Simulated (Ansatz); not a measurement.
ZnS, one structure, two calculations

Cell: a structure deposited in the COD, whose atoms a relaxation with PBE at fixed cell left in place.

```xyz
4
Lattice="3.8227 0.0000 0.0000 -1.9113 3.3106 0.0000 0.0000 0.0000 6.2607" Properties=species:S:1:pos:R:3 pbc="T T T"
Zn    0.0000    2.2070    0.0000
Zn    1.9113    1.1035    3.1303
S     0.0000    2.2070    2.3465
S     1.9113    1.1035    5.4769
```

Sites (sets of like atoms) are named by element and the number of their first atom in this list.

First run. All values are calculated (Ansatz; DFT, PBE, plane waves and PAW, scalar-relativistic, 420 eV cutoff, Γ-centred 13×13×7 k-points, Fermi–Dirac smearing 0.02 eV), not measured.

```csv
site,atom,V_zz (10²¹ V/m²),η
Zn,1,0.051,0.00
S,3,0.22,0.00
```

Second run. The same atoms and settings, except that the functional is r2SCAN and the cutoff is 500 eV.

Task: Given the first result, estimate the second.

Result: 

```json
{"site": "Zn", "atom": "1", "V_zz": "0.061", "η": "0.00", "change of V_zz": "+0.01"}
{"site": "S", "atom": "3", "V_zz": "0.22", "η": "0.00", "change of V_zz": "0.00"}
```

No V_zz moves by more than 0.01.

For the second run: With these PAW files V_zz is typically within 2 to 3 % of all-electron values, but misses above 10 % occur on Zn.
